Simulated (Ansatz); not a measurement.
# Bi: equation of state with PBEsol

Bi:

```
CELL_PARAMETERS angstrom
3.48860 -3.13258 0.00000
3.48860 3.13258 0.00000
-1.26023 0.00000 3.11355
ATOMIC_POSITIONS crystal
Bi 0.75306 0.75306 0.85738
Bi 0.24694 0.24694 0.14262
```

This isn't the form of Bi at room conditions, which is rhombohedral.

* Program: Ansatz 0.2.0
* Task: equation of state
* Functional: PBEsol
* Potentials or basis: all-electron LAPW, scalar-relativistic
* Basis error allowed: 0.001 eV/atom
* k mesh: 6 × 6 × 9
* Occupations: fermi-dirac, width 0.05 eV
* Spin: no spin polarisation

- Equilibrium volume: 32.39 Å³/atom
- Bulk modulus at fixed shape and positions: 56 GPa
- Pressure derivative of the bulk modulus: 4.7

Energy against volume, from the lowest point:
| volume (Å³/atom) | energy (meV/atom) |
| --- | --- |
| 31.984 | 0.49 |
| 32.665 | 0.00 |
| 33.345 | 4.24 |
| 34.026 | 12.67 |
| 34.706 | 24.83 |
| 35.387 | 40.30 |
| 36.067 | 58.69 |

All runs of the series together: 3.9 min on 1 thread of Intel(R) Xeon(R) Processor @ 2.70GHz (shared host).

Caveat: the cell was scaled at fixed shape and fractional positions, which overstates the stiffness of a crystal with free parameters, most of all of layers and chains.
